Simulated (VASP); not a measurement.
# Zn2Ga2O3 (P1) in VASP: relaxation of cell and atoms with PBE

Aim: the relaxation of cell and atoms of Zn2Ga2O3 with PBE.

Program: VASP 6.6.1. These are calculated values, not measurements. Logs are shortened: lines on timing, memory, paths and dates and some standing lists are left out, and cuts for length are marked.

## 1. The structure

The typed cell holds 14 atoms: a = 3.033 Å, b = 5.140 Å, c = 13.687 Å, α = 89.35°, β = 89.93°, γ = 89.53°.

The cell was built by a generator and needn't be a form met in nature.

## 2. Relaxation of cell and atoms, PBE

Input file INCAR:

```
  PREC = Accurate
  ENCUT = 520
  EDIFF = 1E-6
  ISMEAR = 0
  SIGMA = 0.1
  LREAL = False
  LASPH = True
  NELM = 120
  ALGO = Normal
  ISIF = 3
  LWAVE = False
  LCHARG = False
  GGA = PE
  IBRION = 2
  NSW = 90
  EDIFFG = -0.01
  KPAR = 8
```

Input file KPOINTS:

```
Automatic mesh
0
Gamma
  8 5 2
```

Input file POSCAR:

```
Zn2Ga2O3
1.0
    3.0331015900      0.0000000000      0.0000000000
    0.0425055200      5.1394864900      0.0000000000
    0.0172261400      0.1554053400     13.6864269900
Zn Ga O
4 4 6
Direct
    0.5227925000      0.1823472400      0.5815435200
    0.0141491900      0.6807786800      0.5811612200
    0.0224813400      0.3584940800      0.4219846400
    0.5181654000      0.8595792700      0.4224158800
    0.4942621600      0.1936288600      0.8977219900
    0.0585238400      0.6945373500      0.8958888500
    0.0262470200      0.3368160000      0.1047897800
    0.4712497100      0.8365610500      0.1078286200
    0.9923519000      0.3583480000      0.8412128800
    0.5557214000      0.8586176400      0.8405158700
    0.5295980700      0.1724257500      0.1620600100
    0.9727599100      0.6710686200      0.1624967900
    0.0873654500      0.0064457500      0.0005851600
    0.4411499200      0.5040361000      0.0023443500
```

Potentials or basis: VASP PAW PBE potentials, release 64 (Zn, Ga_d, O).

Launch:

```console
$ cat potpaw_PBE.64/Zn/POTCAR potpaw_PBE.64/Ga_d/POTCAR potpaw_PBE.64/O/POTCAR > POTCAR
$ mpirun -np 8 vasp_std > vasp.out
```

OUTCAR:

```text
PREC = Accurate
   ENCUT = 520
   EDIFF = 1E-6
   ISMEAR = 0
   LREAL = False
   LASPH = True
   NELM = 120
   ISIF = 3
   GGA = PE
   IBRION = 2
   NSW = 90
   EDIFFG = -0.01

 ion  position               nearest neighbor table
   1  0.523  0.182  0.582-   4 2.75   3 2.80   3 2.80   2 2.97   2 2.97   2 2.98   2 3.02
   2  0.014  0.681  0.581-   3 2.75   4 2.79   4 2.81   1 2.97   1 2.97   1 2.98   1 3.02
   3  0.022  0.358  0.422-   2 2.75   1 2.80   1 2.80   4 2.96   4 2.98   4 2.99   4 3.00
   4  0.518  0.860  0.422-   1 2.75   2 2.79   2 2.81   3 2.96   3 2.98   3 2.99   3 3.00
   5  0.494  0.194  0.898-   9 1.90   9 1.90  10 1.91  13 2.10  14 2.16   6 2.88   6 2.90
   6  0.059  0.695  0.896-  10 1.89  10 1.89   9 1.90  14 2.09  13 2.16   5 2.88   5 2.90
   7  0.026  0.337  0.105-  11 1.90  11 1.90  12 1.90  14 2.07  13 2.24  14 2.41   8 2.89   8 2.91

   8  0.471  0.837  0.108-  12 1.89  12 1.89  11 1.90  13 2.06  14 2.25   7 2.89   7 2.91
   9  0.992  0.358  0.841-   5 1.90   5 1.90   6 1.90
  10  0.556  0.859  0.841-   6 1.89   6 1.89   5 1.91
  11  0.530  0.172  0.162-   8 1.90   7 1.90   7 1.90
  12  0.973  0.671  0.162-   8 1.89   8 1.89   7 1.90
  13  0.087  0.006  0.001-   8 2.06   5 2.10   6 2.16   7 2.24
  14  0.441  0.504  0.002-   7 2.07   6 2.09   5 2.16   8 2.25   7 2.41

  LATTYP: Found a triclinic cell.
 ALAT       =     5.1396622555
 B/A-ratio  =     2.6630777300
 C/A-ratio  =     0.5901363629
 COS(alpha) =     0.0012585473
 COS(beta)  =     0.0082700998
 COS(gamma) =     0.0113639841

  Lattice vectors:

 A1 = (   0.0425055200,   5.1394864900,   0.0000000000)
 A2 = (   0.0172261400,   0.1554053400,  13.6864269900)
 A3 = (   3.0331015900,   0.0000000000,   0.0000000000)

Analysis of symmetry for initial positions (statically):
=====================================================================
 Subroutine PRICEL returns:
 Original cell was already a primitive cell.

 Routine SETGRP: Setting up the symmetry group for a
 triclinic supercell.

 Subroutine GETGRP returns: Found  1 space group operations
 (whereof  1 operations were pure point group operations)
 out of a pool of  2 trial point group operations.

The static configuration has the point symmetry C_1 .

Analysis of symmetry for dynamics (positions and initial velocities):
=====================================================================
 Subroutine PRICEL returns:
 Original cell was already a primitive cell.

 Routine SETGRP: Setting up the symmetry group for a
 triclinic supercell.

 Subroutine GETGRP returns: Found  1 space group operations
 (whereof  1 operations were pure point group operations)
 out of a pool of  2 trial point group operations.

The dynamic configuration has the point symmetry C_1 .

 Subroutine INISYM returns: Found  1 space group operations
 (whereof  1 operations are pure point group operations),
 and found     1 'primitive' translations

----------------------------------------------------------------------------------------

                                     Primitive cell

  volume of cell :     213.3520

  direct lattice vectors                    reciprocal lattice vectors
     3.033101590  0.000000000  0.000000000     0.329695518 -0.002726708 -0.000384004
     0.042505520  5.139486490  0.000000000     0.000000000  0.194571968 -0.002209307
     0.017226140  0.155405340 13.686426990     0.000000000  0.000000000  0.073065089

  length of vectors
     3.033101590  5.139662255 13.687320092     0.329707017  0.194584510  0.073065089

  position of ions in fractional coordinates (direct lattice)
     0.522792500  0.182347240  0.581543520
     0.014149190  0.680778680  0.581161220
     0.022481340  0.358494080  0.421984640
     0.518165400  0.859579270  0.422415880
     0.494262160  0.193628860  0.897721990
     0.058523840  0.694537350  0.895888850
     0.026247020  0.336816000  0.104789780
     0.471249710  0.836561050  0.107828620
     0.992351900  0.358348000  0.841212880
     0.555721400  0.858617640  0.840515870
     0.529598070  0.172425750  0.162060010
     0.972759910  0.671068620  0.162496790
     0.087365450  0.006445750  0.000585160
     0.441149920  0.504036100  0.002344350

  ion indices of the primitive-cell ions
   primitive index   ion index
                 1           1
                 2           2
                 3           3
                 4           4
[... 67 lines left out ...]
   dimension x,y,z NGX =    24 NGY =   40 NGZ =  108
   dimension x,y,z NGXF=    48 NGYF=   80 NGZF=  216
   ions per type =               4   4   6
   NGX,Y,Z   is equivalent  to a cutoff of  13.15, 12.94, 13.12 a.u.
   NGXF,Y,Z  is equivalent  to a cutoff of  26.31, 25.88, 26.24 a.u.
 SYSTEM =  unknown system
   PREC   = accura    normal or accurate (medium, high low for compatibility)
   ISTART =      0    job   : 0-new  1-cont  2-samecut
   ICHARG =      2    charge: 1-file 2-atom 10-const
   ISPIN  =      1    spin polarized calculation?
   LNONCOLLINEAR =      F non collinear calculations
   LSORBIT =      F    spin-orbit coupling
   LASPH  =      T    aspherical Exc in radial PAW
   ENCUT  =  520.0 eV  38.22 Ry    6.18 a.u.   5.64  9.56 25.45*2*pi/ulx,y,z
   NELM   =    120;   NELMIN=  2; NELMDL= -5     # of ELM steps
   EDIFF  = 0.1E-05   stopping-criterion for ELM
   LREAL  =      F    real-space projection
   EDIFFG = -.1E-01   stopping-criterion for IOM
   NSW    =     90    number of steps for IOM
   IBRION =      2    ionic relax: 0-MD 1-quasi-New 2-CG
   NFREE  =      1    steps in history (QN), initial steepest desc. (CG)
   ISIF   =      3    stress and relaxation
   ISYM   =      2    0-nonsym 1-usesym 2-fastsym
   POTIM  = 0.5000    time-step for ionic-motion
   TEBEG  =    0.0;   TEEND  =   0.0 temperature during run
   PSTRESS=    0.0 pullay stress
   NELECT =     136.0000    total number of electrons
   NUPDOWN=      -1.0000    fix difference up-down
   EMIN   =  10.00;   EMAX   =-10.00  energy-range for DOS
   EFERMI =   0.00;   METHOD = LEGACY
   ISMEAR =     0;   SIGMA  =   0.10  broadening in eV -4-tet -1-fermi 0-gaus
   EFERMI_NEDOS =   21; number of points for ismear=-14 and -15
   IALGO  =     38    algorithm
   IMIX   =      4    mixing-type and parameters
     AMIX     =   0.40;   BMIX     =  1.00
     AMIX_MAG =   1.60;   BMIX_MAG =  1.00
  volume/ion in A,a.u.               =      15.24       102.84
  Fermi-wavevector in a.u.,A,eV,Ry     =   1.408928  2.662488 27.008637  1.985079
  Thomas-Fermi vector in A             =   2.531036
   LORBIT       =      0    0 simple, 1 ext, 2 COOP (PROOUT), +10 PAW based schemes
   GGA     = PE    functional components
   LHFCALC =     F    Hartree Fock is set to
   AEXX    =    0.0000 exact exchange contribution
   IVDW    =     0    specifies the selected vdW correction
   LEPSILON=     F    determine dielectric tensor
   LRPA    =     F    only Hartree local field effects (RPA)
 conjugate gradient relaxation of ions
 non-spin polarized calculation
 Gauss-broadening in eV      SIGMA  =   0.10
  energy-cutoff  :      520.00
  volume of cell :      213.35
 maximum number of plane-waves:      5775
   NGX = 11   NGY = 19   NGZ = 51

--------------------------------------- Ionic step        1  -------------------------------------------

 number of electron     136.0000010 magnetization

 Free energy of the ion-electron system (eV)
  ---------------------------------------------------
  ext. energy  EPLUGINS =         0.00000000
  ---------------------------------------------------
  free energy    TOTEN  =       -60.99803644 eV

  energy without entropy =      -60.98356781  energy(sigma->0) =      -60.99080213

------------------------ aborting loop because EDIFF is reached ----------------------------------------

  FORCE on cell =-STRESS in cart. coord.  units (eV):
  Direction    XX          YY          ZZ          XY          YZ          ZX
  --------------------------------------------------------------------------------------
  -------------------------------------------------------------------------------------
  Total        0.6383471     -0.5099273      0.2535014      0.1678668     -0.0594039      0.0424834
  in kB        4.7936981     -3.8293240      1.9036811      1.2606036     -0.4460961      0.3190311
  external PRESSURE =       0.9560184 kB  Pullay stress =       0.0000000 kB
[... 125 lines left out ...]
  FREE ENERGIE OF THE ION-ELECTRON SYSTEM (eV)
  ---------------------------------------------------
  free  energy   TOTEN  =       -61.0005951671 eV

  energy  without entropy=      -60.9874768561  energy(sigma->0) =      -60.99403601

 E-fermi :   3.4276     XC(G=0):  -9.9999

 val. band max:        3.3923392823   @ k =  -0.3750   0.4000   0.5000
 cond. band min:       3.4344141076   @ k =   0.1250   0.2000  -0.0000
 fundamental gap:      0.0420748253
 Fermi energy:         3.4276070759

 k-point     1 :       0.0000    0.0000    0.0000
  band No.  band energies     occupation
      1     -18.5424      2.00000
      2     -17.8793      2.00000
      3     -17.1750      2.00000
      4     -17.1614      2.00000
      5     -16.7130      2.00000
      6     -16.6792      2.00000
[... 1981 lines left out ...]
     79       9.2877      0.00000
     80       9.4294      0.00000

 [... further k-points ...]

 [bands above 80 left out]

[... ionic steps 4 to 30 ...]

--------------------------------------- Ionic step       31  -------------------------------------------

 number of electron     135.9999999 magnetization

------------------------ aborting loop because EDIFF is reached ----------------------------------------
[... 91 lines left out ...]
--------------------------------------- Ionic step       33  -------------------------------------------

 number of electron     135.9999999 magnetization

 Free energy of the ion-electron system (eV)
  ---------------------------------------------------
  ext. energy  EPLUGINS =         0.00000000
  ---------------------------------------------------
  free energy    TOTEN  =       -61.00622187 eV

  energy without entropy =      -60.99385637  energy(sigma->0) =      -61.00003912

 E-fermi :   3.4451     XC(G=0): -10.0099

 val. band max:        3.4266809560   @ k =  -0.3750   0.4000   0.5000
 cond. band min:       3.4529676947   @ k =   0.1250   0.2000  -0.0000
 fundamental gap:      0.0262867388
 Fermi energy:         3.4451117963

 k-point     1 :       0.0000    0.0000    0.0000
  band No.  band energies     occupation
      1     -18.5289      2.00000
      2     -17.8603      2.00000
      3     -17.1552      2.00000
      4     -17.1452      2.00000
      5     -16.6978      2.00000
      6     -16.6708      2.00000
[... 1981 lines left out ...]
     79       9.3052      0.00000
     80       9.4452      0.00000

 [... further k-points ...]

 [bands above 80 left out]

------------------------ aborting loop because EDIFF is reached ----------------------------------------

  FORCE on cell =-STRESS in cart. coord.  units (eV):
  Direction    XX          YY          ZZ          XY          YZ          ZX
  --------------------------------------------------------------------------------------
  -------------------------------------------------------------------------------------
  Total       -0.0220738     -0.0318499     -0.0237136     -0.0211196      0.0003960      0.0175804
  in kB       -0.1658411     -0.2392890     -0.1781610     -0.1586720      0.0029751      0.1320819
  external PRESSURE =      -0.1944304 kB  Pullay stress =       0.0000000 kB
[... 29 lines left out ...]
  FREE ENERGIE OF THE ION-ELECTRON SYSTEM (eV)
  ---------------------------------------------------
  free  energy   TOTEN  =       -61.0062218729 eV

  energy  without entropy=      -60.9938563725  energy(sigma->0) =      -61.00003912

 reached required accuracy - stopping structural energy minimisation
```

Run time: 34 min. Hardware: 8 MPI ranks of Intel Xeon Platinum 8259CL at 2.50GHz (Skylake/Cascade Lake), shared host; peak memory 0.71 GiB.

What came out:

- Free energy: -61.0062 eV
- Relaxed volume: 15.23 Å³/atom
- Relaxed cell: a = 3.056 Å, b = 5.108 Å, c = 13.662 Å, α = 89.96°, β = 89.53°, γ = 89.63°
- Space group after relaxing (to 0.05 Å): P1 (No. 1)
- Energy gained by relaxing: 0.6 meV/atom
- Ionic steps: 33
- Pressure after relaxing: 0.0 GPa
- Largest force after relaxing: 0.007 eV/Å
- Band gap on the k mesh: none (metal or under the smearing width)

Forces in eV/Å, atoms in the order of the input:
```
Zn  -0.003  0.004  0.002
Zn  -0.002 -0.004  0.000
Zn   0.002 -0.003 -0.002
Zn   0.003  0.005 -0.001
Ga  -0.005  0.001 -0.003
Ga   0.001  0.003  0.000
Ga   0.005 -0.002  0.005
Ga  -0.003 -0.003 -0.001
O    0.000  0.002 -0.001
O    0.001  0.004  0.004
O   -0.001 -0.003  0.003
O   -0.001 -0.003 -0.005
O    0.001  0.002  0.000
O    0.000 -0.002 -0.001
```

Step by step:
| step | energy change (eV) | largest force (eV/Å) | pressure (GPa) | volume (Å³) |
| --- | --- | --- | --- | --- |
| 1 | 0.0000 | 0.0539 | 0.10 | 213.35 |
| 2 | -0.0023 | 0.0631 | -0.01 | 213.63 |
| 3 | -0.0026 | 0.0926 | -0.06 | 213.76 |
| 4 | -0.0038 | 0.0345 | -0.03 | 213.71 |
| 5 | -0.0039 | 0.0347 | -0.03 | 213.70 |
| 6 | -0.0047 | 0.0251 | 0.04 | 213.59 |
| 7 | -0.0052 | 0.0519 | 0.09 | 213.47 |
| 8 | -0.0053 | 0.0673 | 0.09 | 213.40 |
| 9 | -0.0058 | 0.0326 | 0.05 | 213.50 |
| 10 | -0.0060 | 0.0393 | 0.02 | 213.56 |
| 11 | -0.0060 | 0.0459 | 0.02 | 213.58 |
| 12 | -0.0062 | 0.0238 | -0.04 | 213.66 |
| 13 | -0.0063 | 0.0217 | -0.06 | 213.70 |
| 14 | -0.0064 | 0.0423 | -0.10 | 213.79 |
| 15 | -0.0066 | 0.0376 | -0.08 | 213.74 |
| 16 | -0.0069 | 0.0255 | -0.03 | 213.59 |
| 17 | -0.0067 | 0.0451 | 0.06 | 213.29 |
| 18 | -0.0069 | 0.0279 | -0.01 | 213.50 |
| 19 | -0.0072 | 0.0186 | 0.02 | 213.44 |
| 20 | -0.0073 | 0.0215 | 0.02 | 213.40 |
| 21 | -0.0072 | 0.0506 | 0.03 | 213.31 |
| 22 | -0.0073 | 0.0276 | 0.01 | 213.37 |
| 23 | -0.0074 | 0.0153 | 0.02 | 213.36 |
| 24 | -0.0075 | 0.0180 | 0.01 | 213.36 |
| 25 | -0.0076 | 0.0139 | -0.02 | 213.40 |
| 26 | -0.0077 | 0.0145 | -0.03 | 213.42 |
| 27 | -0.0077 | 0.0323 | -0.06 | 213.47 |
| 28 | -0.0078 | 0.0295 | -0.05 | 213.45 |
| 29 | -0.0079 | 0.0281 | -0.05 | 213.41 |
| 30 | -0.0081 | 0.0257 | -0.04 | 213.32 |
| 31 | -0.0081 | 0.0122 | 0.00 | 213.27 |
| 32 | -0.0082 | 0.0114 | 0.02 | 213.23 |
| 33 | -0.0082 | 0.0074 | -0.02 | 213.25 |

Final structure:
```xyz
14
Lattice="3.0559 -0.0028 0.0107 0.0381 5.1080 -0.0273 0.0653 0.0809 13.6614" Properties=species:S:1:pos:R:3 pbc="T T T"
Zn    1.6321    0.9932    7.9592
Zn    0.1055    3.5256    7.9322
Zn    0.1173    1.8487    5.7409
Zn    1.6476    4.4236    5.7402
Ga    1.5797    1.0766   12.2591
Ga    0.2507    3.6345   12.2206
Ga    0.1130    1.6924    1.4360
Ga    1.4806    4.2424    1.4474
O     3.1112    1.8942   11.4898
O     1.7813    4.4515   11.4637
O     1.6374    0.8720    2.2158
O     3.0059    3.4225    2.2150
O     0.2624    0.0701    0.0137
O     1.3642    2.6172    0.0202
```

Levels at points of the mesh, in eV from the Fermi level:
| k point | band 66 | band 67 | band 68 | band 69 | band 70 | band 71 |
| --- | --- | --- | --- | --- | --- | --- |
| (0.00, 0.00, 0.00) | -3.56 | -1.85 | -1.73 | -1.00 | 0.42 | 1.37 |
| (0.50, 0.00, 0.00) | -3.56 | -0.32 | -0.30 | 2.12 | 2.13 | 2.70 |
| (0.00, 0.00, 0.50) | -3.70 | -1.85 | -1.73 | -0.52 | -0.18 | 1.28 |
| (0.50, 0.00, 0.50) | -3.53 | -0.32 | -0.30 | 2.12 | 2.13 | 2.70 |
